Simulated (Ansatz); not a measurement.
AlCu3: strain energy, fitted

AlCu3, Pm-3m, a = 3.632 Å. The structure is a Materials Project entry; whether it is the stable form wasn't checked. Ansatz: PBEsol, PAW, 420 eV, Γ-centred 14×14×14 mesh on 4 atoms, Gaussian smearing 0.10 eV; no spin polarisation. Series: shear of c along a, cell held, atoms fixed by symmetry; x is the strain in per cent (engineering shear). y is the free energy over the unstrained cell, V0 = 11.977 Å³/atom. Symmetry makes y even in x.

| x (%) | y (meV/atom) |
| --- | --- |
| 0.0 | 0.00 |
| 2.0 | 1.35 |
| 4.0 | 5.53 |
| 6.0 | 12.82 |
| 8.0 | 23.23 |
| 12.0 | ? |

Task: Fit y = c2 x² + c4 x⁴ to the other rows, turn c2 into a modulus, and predict the missing energy.

Result: Least squares on the rows shown. y = 0.34409 x² + 0.00029774 x⁴. In eV per unit strain² c2 is 3.441; this is the shear stiffness (E = ½ C V0 γ²): 2 × 3.441 × 160.2 / (11.977) = 92 GPa. At x = 12.0 the fit asked for gives 55.72 meV/atom. The run gave 52.75 meV/atom, so the fit is 2.97 meV/atom too high, 5.6 % of the span of the series, against an rms of 0.04 meV/atom on the fitted rows. The row lies outside the fitted range. With a term in x⁶ added, a fit to the same known rows predicts 47.91 meV/atom, which misses by about as much or more on the other side: the known rows don't fix the higher terms.